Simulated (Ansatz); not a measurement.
Write a Python script for the Ansatz DFT code, driven from Python that makes a short molecular-dynamics run of MgO, space group P6_3/mmc. Level of theory: PBEsol, PAW, cutoff 380 eV, 1×2×1 k-points, Fermi-Dirac smearing of 0.01 eV, D4 dispersion.

```
CELL_PARAMETERS angstrom
3.48638 0.00000 0.00000
-1.74319 3.01929 0.00000
0.00000 0.00000 4.17804
ATOMIC_POSITIONS crystal
Mg 0.66667 0.33333 0.75000
Mg 0.33333 0.66667 0.25000
O 0.66667 0.33333 0.25000
O 0.33333 0.66667 0.75000
```

Script `md_mgo.py`:
```python
"""Born-Oppenheimer dynamics of MgO."""

import json

import ansatz
from ase import Atoms
from ase.neighborlist import neighbor_list
import numpy as np

XC = "pbesol"
DISPERSION = "D4"
FILLING = "Fermi-Dirac"
SMEARING_WIDTH = 0.01
CUTOFF = 380
SCF_TOL = 1e-06
EXTRA_BANDS = 8
K_LENGTH = 6
N_STEPS = 20
TEMPERATURE_K = 2000


def main() -> None:
    crystal = (
        ansatz.Lattice.from_parameters(3.486378, 3.486378, 4.178041, alpha=90, beta=90, gamma=120)
        .space_group(194)
        .atom("Mg", (2 / 3, 1 / 3, 0.75))
        .atom("O", (2 / 3, 1 / 3, 0.25))
    )

    # a coarse mesh keeps each step cheap
    calc = (
        crystal.supercell(2, 1, 1).calculation()
        .functional(XC, dispersion=DISPERSION)
        .occupations(FILLING, width=SMEARING_WIDTH)
        .basis(CUTOFF)
        .scf(tolerance=SCF_TOL, extra_bands=EXTRA_BANDS)
        .kpoints(length=K_LENGTH)
        .md("nvt_nose_hoover", timestep=3.0, steps=N_STEPS, temperature=TEMPERATURE_K, thermostat_time=20, initial_velocities="maxwell_boltzmann", seed=921)
    )
    res = calc.run(events_out="stream.ndjson")
    with open("stream.ndjson") as stream:
        events = [json.loads(line) for line in stream]
    steps = [e["data"] for e in events if e["event"] == "md_step"]
    report = res.report

    for s in steps[::1]:
        print("%3d %7.1f fs  total %.4f eV  T %6.1f K" % (s["step"], s["time_fs"], s["lagrangian_ev"] + s["e_kin_ev"], s["temperature_k"]))

    temperature = np.array([s["temperature_k"] for s in steps])
    print(f"mean temperature of the second half {temperature[len(steps) // 2 :].mean():.1f} K")

    kept = np.array([s["conserved_ev"] for s in steps], float)
    print(f"conserved energy drifts by {1000 * (kept[-1] - kept[0]) / len(res.lattice.sites):+.3f} meV/atom")

    with open("trajectory.xyz", "w") as handle:
        for s in steps[::5]:
            handle.write(f"{len(s['positions_ang'])}\nt = {s['time_fs']} fs\n")
            for site, xyz in zip(res.lattice.sites, s["positions_ang"]):
                handle.write("{} {:.4f} {:.4f} {:.4f}\n".format(site.symbol, *xyz))

    symbols = [site.symbol for site in res.lattice.sites]
    pairs = np.concatenate([neighbor_list("d", Atoms(symbols, positions=s["positions_ang"], cell=res.lattice.cell_ang, pbc=True), 4.5) for s in steps[len(steps) // 2 :]])
    counts, edges = np.histogram(pairs, bins=np.arange(0.5, 4.51, 0.25))
    for low, count in zip(edges, counts / (len(symbols) * len(steps[len(steps) // 2 :]))):
        print(f"{low:4.2f}-{low + 0.25:4.2f} A  {count:6.2f} neighbours an atom")


if __name__ == "__main__":
    main()
```

```console
$ python md_mgo.py
DeckWarning: md: disabling space-group detection — thermal motion breaks the input geometry's symmetry, so no spatial operation reduces the k-mesh or symmetrises the density; time reversal is kept, so that k and −k are solved as one point where they differ [...]
DeckWarning: basis.ecutwfc = 380 eV is below the records' recommended 420 eV, and the density's cutoff is lower with it unless basis.ecutrho_ratio is high enough to keep the records' density cutoff: compare with a run at a higher cutoff
DeckWarning: scf.convergence.dr2_threshold = 1e-6 eV is looser than this run's default, which is 1e-7 eV or tighter. The error in the forces grows as the threshold's square root, so leave the key out unless less accurate forces are enough
  0     0.0 fs  total -9900.2463 eV  T 2000.0 K
  1     3.0 fs  total -9900.2420 eV  T 1893.4 K
  2     6.0 fs  total -9900.2328 eV  T 1609.2 K
  3     9.0 fs  total -9900.2104 eV  T 1232.6 K
  4    12.0 fs  total -9900.1745 eV  T  875.5 K
  5    15.0 fs  total -9900.1322 eV  T  637.3 K
  6    18.0 fs  total -9900.0829 eV  T  546.0 K
  7    21.0 fs  total -9900.0143 eV  T  565.7 K
  8    24.0 fs  total -9899.9172 eV  T  665.1 K
  9    27.0 fs  total -9899.7955 eV  T  841.7 K
 10    30.0 fs  total -9899.6651 eV  T 1073.5 K
 11    33.0 fs  total -9899.5416 eV  T 1291.0 K
 12    36.0 fs  total -9899.4304 eV  T 1427.8 K
 13    39.0 fs  total -9899.3296 eV  T 1475.8 K
 14    42.0 fs  total -9899.2354 eV  T 1476.6 K
 15    45.0 fs  total -9899.1427 eV  T 1478.9 K
 16    48.0 fs  total -9899.0453 eV  T 1511.3 K
 17    51.0 fs  total -9898.9380 eV  T 1583.3 K
 18    54.0 fs  total -9898.8185 eV  T 1695.9 K
 19    57.0 fs  total -9898.6886 eV  T 1833.6 K
 20    60.0 fs  total -9898.5512 eV  T 1939.8 K
mean temperature of the second half 1526.1 K
conserved energy drifts by +2.102 meV/atom
0.50-0.75 A    0.00 neighbours an atom
0.75-1.00 A    0.00 neighbours an atom
1.00-1.25 A    0.00 neighbours an atom
1.25-1.50 A    0.00 neighbours an atom
1.50-1.75 A    0.00 neighbours an atom
1.75-2.00 A    1.73 neighbours an atom
2.00-2.25 A    2.75 neighbours an atom
2.25-2.50 A    0.43 neighbours an atom
2.50-2.75 A    1.02 neighbours an atom
2.75-3.00 A    3.43 neighbours an atom
3.00-3.25 A    2.25 neighbours an atom
3.25-3.50 A    3.39 neighbours an atom
3.50-3.75 A    2.73 neighbours an atom
3.75-4.00 A    5.34 neighbours an atom
4.00-4.25 A    7.82 neighbours an atom
4.25-4.50 A    6.02 neighbours an atom
```
(Warnings from the package without file and line, shortened.)

`trajectory.xyz`, as written:
```text
8
t = 0.0 fs
Mg 1.7432 1.0064 3.1335
Mg 0.0000 2.0129 1.0445
O 1.7432 1.0064 1.0445
O 0.0000 2.0129 3.1335
Mg 5.2296 1.0064 3.1335
Mg 3.4864 2.0129 1.0445
O 5.2296 1.0064 1.0445
O 3.4864 2.0129 3.1335
8
t = 15.0 fs
Mg 1.6902 1.2641 3.1727
Mg -0.0050 1.8944 1.1278
O 1.7123 0.7956 1.0692
O 0.0302 1.7485 3.1275
Mg 5.2590 1.0746 3.0306
Mg 3.5433 2.0921 0.9541
O 5.2622 1.0254 1.0247
O 3.4115 2.0336 3.2424
8
t = 30.0 fs
Mg 1.7903 1.3214 3.2158
Mg 0.0409 1.7800 1.1479
O 1.7808 0.7520 1.0966
O -0.1166 1.6874 3.1697
Mg 5.1762 1.1025 3.0014
Mg 3.5750 2.1036 0.9513
O 5.1553 1.0440 1.0215
O 3.4525 2.1466 3.1286
8
t = 45.0 fs
Mg 1.8559 1.1608 3.2389
Mg 0.0876 1.6862 1.1005
O 1.9628 0.8924 1.1053
O -0.0326 1.8157 3.2449
Mg 4.9661 1.1066 3.0623
Mg 3.5276 2.0921 1.0145
O 5.0248 1.0253 0.9975
O 3.5376 2.2945 2.9170
8
t = 60.0 fs
Mg 1.8786 0.8391 3.1979
Mg 0.0902 1.6750 1.0476
O 2.0363 1.0008 1.0770
O 0.1776 2.0557 3.2291
Mg 4.9069 1.1563 3.1756
Mg 3.3885 2.1412 1.0471
O 5.0974 1.0175 0.9173
O 3.4440 2.3093 2.9625
```

Notes:
- The settings weren't tested for convergence.
- The cutoff lies under the one recommended for these potentials.
- The conserved energy holds the terms of thermostat and barostat.
- The k-point mesh is coarse, and energy and stress weren't tested for convergence.
- This cell is a computed structure, which may not be the phase found in nature.
- A small cell, a coarse mesh and a very short run: it shows the set-up and gives no equilibrium averages.
- Timing: 28 s on 1 thread of Arm Neoverse V1, on a shared host, peak memory 0.39 GiB.

(Lines on the test bed's own set-up are left out of the output.)
